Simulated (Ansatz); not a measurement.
## Cu₃Au (Pm-3m) under several functionals

Plane-wave DFT in Ansatz with scalar-relativistic PAW potentials. The same structure was relaxed (cell and atoms, symmetry kept) in separate runs at each level. No spin polarisation.

Problem. How do the levels PBE, PBE+D3(BJ), PBEsol compare?

Solution.
| level | cutoff (eV) | k mesh | V (Å³/atom) | a (Å) | B0 (GPa) |
| --- | --- | --- | --- | --- | --- |
| PBEsol | 420 | 12×12×12 | 12.795 | 3.713 | – |
| PBE+D3(BJ) | 420 | 12×12×12 | 12.857 | 3.719 | – |
| PBE | 420 | 12×12×12 | 13.506 | 3.780 | 142 |

The usual order of volumes, PBEsol < PBE, holds here (12.795, 13.506 Å³/atom). As a rule PBEsol, built on the gradient expansion of slowly varying densities, lies between LDA and PBE; PBE's stronger gradient term for exchange weakens bonds. Adding D3 to PBE changes the volume by -4.8 %; the term is attractive, so it pulls cells in. In metals the pairwise form ignores screening by the conduction electrons and often pulls in too far.

Spin–orbit coupling is left out, which can shift energies with elements as heavy as these.